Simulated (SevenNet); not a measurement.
**Zinc-blende AlSb**

These are the machine-learned potential SevenNet-0 (trained on PBE and PBE+U data) values and carry that method's errors.

Cell (relaxed at this level):

```cif
data_Al4Sb4
_chemical_formula_sum 'Al4 Sb4'
_space_group_name_H-M_alt 'F-43m'
_space_group_IT_number 216
_space_group_name_Hall 'F -4 2 3'
_cell_length_a 6.23056
_cell_length_b 6.23056
_cell_length_c 6.23056
_cell_angle_alpha 90.000
_cell_angle_beta 90.000
_cell_angle_gamma 90.000
loop_
_atom_site_label
_atom_site_type_symbol
_atom_site_symmetry_multiplicity
_atom_site_Wyckoff_symbol
_atom_site_fract_x
_atom_site_fract_y
_atom_site_fract_z
_atom_site_occupancy
Al1 Al 4 a 0.00000 0.00000 0.00000 1
Sb1 Sb 4 c 0.25000 0.25000 0.25000 1
```
(The calculation used a cell of 2 atoms; values per cell refer to that cell.)

```json
{
  "bulk modulus B0": "49.9 GPa",
  "elastic constant C11": "69.1 GPa",
  "elastic constant C12": "40.5 GPa",
  "elastic constant C44": "20.3 GPa",
  "zone-centre TO phonon frequency": "279 cm⁻¹"
}
```

Measured, for comparison: elastic constant C11 87.7 GPa, elastic constant C12 43.4 GPa, elastic constant C44 40.8 GPa (temperature not stated, not corrected to a static lattice; as tabulated in Oses et al. (2018), arXiv:1811.08464); zone-centre TO phonon frequency 323 cm⁻¹ (temperature not stated, not corrected to a static lattice; as tabulated in Giannozzi et al., Phys. Rev. B (1991)). Computed (rounded) less measured: elastic constant C11 -21 %, elastic constant C12 -7 %, elastic constant C44 -50 %, zone-centre TO phonon frequency -14 %.

A machine-learned potential is trained on density-functional data: it inherits that level's misses and adds fitting errors of its own.

Note: no long-range dipole term: LO-TO splitting at the zone centre is missing.

Elastic constants are with the ions relaxed.
